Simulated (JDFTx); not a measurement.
The system is HfN.

```
Hf N
1.0
     0.00000    2.25600    2.25600
     2.25600    0.00000    2.25600
     2.25600    2.25600    0.00000
Hf N
1 1
Cartesian
  0.0000 0.0000 0.0000
  2.2560 2.2560 2.2560
```

```yaml
Program: JDFTx 1.7.0 (patched build)
Task: single point
Functional: PBEsol
Potentials_or_basis: PseudoDojo-SR-PBEsol-0.4.1-standard with smoothed tails
Cutoff: 1143 eV
Density_cutoff: 9143 eV
k_mesh: 10 × 10 × 10
Occupations: fermi-dirac, width 0.05 eV
Spin: no spin polarisation
```

On this cell: pressure -2.8 GPa; largest force zero by symmetry; band gap on the k mesh none (metal or under the smearing width).

The same run follows on a disturbed copy (atoms moved at random, drawn with an rms of 0.05 Å):

```
Hf N
1.0
     0.00000    2.25600    2.25600
     2.25600    0.00000    2.25600
     2.25600    2.25600    0.00000
Hf N
1 1
Direct
  0.02558 0.01152 0.98645
  0.48681 0.50285 0.51365
```

Question: What does the disturbed cell give?

Answer: The energy (extrapolated to zero smearing) moves by +39.0 meV/atom; pressure -0.9 GPa; largest force 1.350 eV/Å; band gap on the k mesh none (metal or under the smearing width).

Forces in eV/Å, atoms in the order of the input:
```
Hf   0.476 -0.298 -1.228
N   -0.476  0.298  1.228
```

Stress tensor (GPa, compression positive):
```
-2.00  0.09  0.47
 0.09 -2.37 -0.30
 0.47 -0.30  1.57
```
